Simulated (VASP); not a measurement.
Runs of VASP 6.6.1 on CdSe (Cadmoselite). The structure is hexagonal, space group P6_3mc (No. 186). Conventional cell: a = 4.300 Å, b = 4.300 Å, c = 7.020 Å, α = 90.00°, β = 90.00°, γ = 120.00°. Cd (site symmetry 3m) has 4 Se at 2.61 to 2.70 Å as nearest neighbours. Around Se (site symmetry 3m) lie 4 Cd at 2.61 to 2.70 Å. 

```csv
level,spin,k mesh,grid for exact exchange (PRECFOCK),screening parameter,gap on the mesh (eV),pressure (GPa),largest force (eV/Å)
PBEsol,"SOC, no magnetisation",6 × 6 × 3,-,-,-,0.5,0.27
HSE06,off,5 × 5 × 3,Fast,0.2 1/A,1.67,(a),0.29
PBE,off,6 × 6 × 3,-,-,0.70,3.3,0.29
PBEsol,off,6 × 6 × 3,-,-,0.58,0.5,0.27
r2SCAN,off,6 × 6 × 3,-,-,(b),1.9,0.29
```

Alike in all rows: task single point; potentials or basis VASP PAW PBE potentials, release 64 (Cd, Se); cell as given; cutoff (eV) 520; smearing fermi-dirac 0.02 eV.

Estimate the missing entries.

(a) 2.0; (b) 1.19.

Caveats: the PAW data sets were made with another functional, which shifts forces and pressure a little (some runs).

A k mesh can miss the band edges, and rows without SOC leave out spin-orbit coupling on Cd, Se.
